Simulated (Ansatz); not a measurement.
# ZnMe2 on Si (111)

Aim: for Si, adsorb ZnMe2 from several starts and take the binding apart.

Method: DFT PBE+D3(BJ), scalar-relativistic, plane waves, PAW, in Ansatz 0.2.0.

3 further runs of the same task are left out: 3 set aside as unsound or not needed.

### 1 Starting point

Symmetry: P3m1, No. 156, trigonal system. The conventional cell has a = 3.834 Å, b = 3.834 Å, c = 22.977 Å, α = 90.00°, β = 90.00°, γ = 120.00°. Around Si (site symmetry 3m) lie 1 F at 1.62 Å. Around Si (site symmetry 3m) lie 4 Si at 2.34 to 2.35 Å. Si (site symmetry 3m) has 4 Si at 2.34 Å as nearest neighbours. Si (site symmetry 3m) is surrounded by 1 H at 1.50 Å. F (site symmetry 3m) has 1 Si at 1.62 Å as nearest neighbours. H (site symmetry 3m) is surrounded by 1 Si at 1.50 Å.

Coordinates:

```cif
data_structure
_symmetry_space_group_name_H-M 'P 1'
_symmetry_Int_Tables_number 1
_cell_length_a 7.6672
_cell_length_b 7.6672
_cell_length_c 22.9771
_cell_angle_alpha 90.000
_cell_angle_beta 90.000
_cell_angle_gamma 120.000
_cell_volume 1169.77
loop_
_atom_site_label
_atom_site_type_symbol
_atom_site_fract_x
_atom_site_fract_y
_atom_site_fract_z
_atom_site_occupancy
Si1 Si 0.66667 0.33333 0.41887 1
Si2 Si 0.66667 0.83333 0.41887 1
Si3 Si 0.16667 0.33333 0.41887 1
Si4 Si 0.16667 0.83333 0.41887 1
Si5 Si 0.50000 0.50000 0.45293 1
Si6 Si 0.50000 0.00000 0.45293 1
Si7 Si 0.00000 0.50000 0.45293 1
Si8 Si 0.00000 0.00000 0.45293 1
Si9 Si 0.00000 0.50000 0.55498 1
Si10 Si 0.00000 0.00000 0.55498 1
Si11 Si 0.50000 0.50000 0.55498 1
Si12 Si 0.50000 0.00000 0.55498 1
Si13 Si 0.83333 0.66667 0.58819 1
Si14 Si 0.83333 0.16667 0.58819 1
Si15 Si 0.33333 0.66667 0.58819 1
Si16 Si 0.33333 0.16667 0.58819 1
F1 F 0.66667 0.33333 0.34841 1
F2 F 0.66667 0.83333 0.34841 1
F3 F 0.16667 0.33333 0.34841 1
F4 F 0.16667 0.83333 0.34841 1
H1 H 0.83333 0.66667 0.65362 1
H2 H 0.83333 0.16667 0.65362 1
H3 H 0.33333 0.66667 0.65362 1
H4 H 0.33333 0.16667 0.65362 1
```

Planes are indexed in the bulk's conventional cell (Fd-3m (No. 227)), a = 5.422 Å, b = 5.422 Å, c = 5.422 Å, α = 90.00°, β = 90.00°, γ = 90.00°.

This (111) slab, 3.9 Å thick as cut, with 16 Å of vacuum, in a 2×2 surface cell; its outer planes are Si (top) and Si (bottom), was relaxed beforehand with its lower half held: -13476.1048 eV, gap on the mesh 1.19 eV, ionisation potential 4.62 eV (top face), 6.60 eV (bottom face), electron affinity 3.43 eV (top face), 5.42 eV (bottom face), dipole along +c 0.559 e·Å per cell.

### 2 ZnMe2, upright, over a top (H) site

File input.yaml:

```yaml
crystal:
  lattice:
    - [7.6671877233, 0.0, 0.0]
    - [-3.8335938617, 6.639979344, 0.0]
    - [0.0, 0.0, 29.5789453509]
  atoms:
    - { symbol: Si, position: [0.6666666667, 0.3333333333, 0.3253834742] }
    - { symbol: Si, position: [0.6666666667, 0.8333333333, 0.3253834742] }
    - { symbol: Si, position: [0.1666666667, 0.3333333333, 0.3253834742] }
    - { symbol: Si, position: [0.1666666667, 0.8333333333, 0.3253834742] }
    - { symbol: Si, position: [0.5, 0.5, 0.3518390851] }
    - { symbol: Si, position: [0.5, 0.0, 0.3518390851] }
    - { symbol: Si, position: [0.0, 0.5, 0.3518390851] }
    - { symbol: Si, position: [0.0, 0.0, 0.3518390851] }
    - { symbol: Si, position: [0.0, 0.5, 0.4311162106] }
    - { symbol: Si, position: [0.0, 0.0, 0.4311162106] }
    - { symbol: Si, position: [0.5, 0.5, 0.4311162106] }
    - { symbol: Si, position: [0.5, 0.0, 0.4311162106] }
    - { symbol: Si, position: [0.8333333333, 0.6666666667, 0.456913952] }
    - { symbol: Si, position: [0.8333333333, 0.1666666667, 0.456913952] }
    - { symbol: Si, position: [0.3333333333, 0.6666666667, 0.456913952] }
    - { symbol: Si, position: [0.3333333333, 0.1666666667, 0.456913952] }
    - { symbol: F, position: [0.6666666667, 0.3333333333, 0.2706458925] }
    - { symbol: F, position: [0.6666666667, 0.8333333333, 0.2706458925] }
    - { symbol: F, position: [0.1666666667, 0.3333333333, 0.2706458925] }
    - { symbol: F, position: [0.1666666667, 0.8333333333, 0.2706458925] }
    - { symbol: H, position: [0.8333333333, 0.6666666667, 0.5077348607] }
    - { symbol: H, position: [0.8333333333, 0.1666666667, 0.5077348607] }
    - { symbol: H, position: [0.3333333333, 0.6666666667, 0.5077348607] }
    - { symbol: H, position: [0.3333333333, 0.1666666667, 0.5077348607] }
    - { symbol: Zn, position: [0.7698258664, 0.757255132, 0.6639642308] }
    - { symbol: C, position: [0.7698258664, 0.757255132, 0.7295514238] }
    - { symbol: H, position: [0.6791677961, 0.6031437718, 0.7417459087] }
    - { symbol: H, position: [0.9239755332, 0.8208351604, 0.741725624] }
    - { symbol: H, position: [0.7062866588, 0.8479578643, 0.7416647699] }
    - { symbol: C, position: [0.7698258664, 0.757255132, 0.5983770377] }
    - { symbol: H, position: [0.860452196, 0.9114807592, 0.5862501685] }
    - { symbol: H, position: [0.8333333333, 0.6666666667, 0.5861690297] }
    - { symbol: H, position: [0.6156444588, 0.6937893706, 0.5862298838] }
basis:
  ecutwfc: 420
kpoints:
  mp_grid: { grid: [3, 3, 1] }
hamiltonian:
  xc: pbe
  dispersion: d3bj
scf:
  occupations: { method: gaussian, width: 0.05 }
output:
  forces: true
  eigenvalues: true
  write_density: true
  write_potential: true
  elf: true
  volumetric_format: npy
relax:
  adjacent_minimum: "off"
  f_tol: 0.04
  max_steps: 100
  constraints: [{ sites: [0, 1, 2, 3, 4, 5, 6, 7] }]
efield:
  axis: 3
  dipole_correction: true
  ramp_width: 0.04
```

Run with:

```bash
$ ansatz run input.yaml --threads 4 --pin off --max-ram 10240MiB --backend cpu --events-out ev --progress --plain --runs-dir out
```

The session goes on with these runs: ZnMe2, tilted, over a top (H) site; the lowest end once more, with its density; the slab alone, frozen as in the lowest end; the molecules alone, frozen as adsorbed.

Q: Predict the outcome of this session. Wanted: ZnMe2: lowest end; interaction of the frozen parts; electrons moved above the midplane.

**Answer**, as computed:

| quantity | value |
| --- | --- |
| ZnMe2: lowest end | E_ads -0.15 eV, tilted start over top H |
| interaction of the frozen parts | -0.15 eV a cell |
| cost of deforming the slab | 0.00 eV |
| cost of deforming and crowding the molecules | -0.01 eV |
| electrons moved above the midplane | -0.003 |

**Reading.** ZnMe2 binds with 0.15 eV a molecule at best. In all 0.03 electrons are rearranged, and 0.00 cross the midplane towards the slab.
